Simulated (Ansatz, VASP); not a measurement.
**Fe: VASP beside Ansatz**

INCAR

```
PREC = Accurate
ENCUT = 520
EDIFF = 1E-6
ISMEAR = -1
SIGMA = 0.05
LREAL = False
LASPH = True
NELM = 150
ALGO = Normal
ISIF = 2
LWAVE = False
LCHARG = True
ISPIN = 2
MAGMOM = 2.467
LORBIT = 11
LMAXMIX = 4
GGA = RE
LELF = True
LVHAR = True
NBANDS = 14
```

Contents of KPOINTS:

```
Automatic mesh
0
Gamma
  15 15 15
```

The input POSCAR:

```
Fe
1.0
    2.3259104458      0.0000000000      0.0000000000
    0.0000000000      2.3259104458      0.0000000000
    0.0000000000      0.0000000000      2.3259104458
Fe
1
Direct
    0.0000000000      0.0000000000      0.0000000000
```

Input for Ansatz:

```yaml
crystal:
  lattice:
    - [2.3259104458, 0.0, 0.0]
    - [0.0, 2.3259104458, 0.0]
    - [0.0, 0.0, 2.3259104458]
  atoms:
    - { symbol: Fe, position: [0.0, 0.0, 0.0], spin: 2.467 }
hamiltonian:
  xc: revpbe
  pseudopotentials:
    kind: paw
    azcp:
      Fe: "pseudopotentials/Fe.paw.azcp"
basis:
  ecutwfc: 420
  fft_grid_basis: typed
kpoints:
  mp_grid: { grid: [15, 15, 15], shift: [0, 0, 0] }
magnetization:
  spin_polarized: true
scf:
  occupations: { method: fermi_dirac, width: 0.05 }
  lower_state_search: "off"
output:
  stress: true
  write_density: true
  write_potential: true
  elf: true
  volumetric_format: npy
```

Alike in both runs: task single point; functional revPBE; k mesh 15 × 15 × 15; occupations fermi-dirac, width 0.05 eV; collinear spin.

```csv
,VASP,Ansatz
version,VASP 6.6.1,Ansatz 0.2.0
potentials or method,"VASP PAW PBE potentials, release 64 (Fe)","plane waves (420 eV) with PAW, scalar-relativistic"
plane-wave cutoff (eV),520,420
valence electrons in the cell,8,16
```

VASP gave:

| Quantity | Value |
| --- | --- |
| pressure (GPa) | 11.2 |
| net moment per atom (μB) | 2.30 |
| size of the moment on the site where the two differ most (μB) | 2.29 |

Which values does Ansatz return?

Pressure (GPa): 11.8; net moment per atom (μB): 2.30; size of the moment on the site where the two differ most (μB): 2.27.

Site moments also hang on the region over which each program counts them. The two sets of potentials don't hold the same shells in valence.

Caveats: the PAW data sets were made with another functional, which shifts forces and pressure a little (VASP).
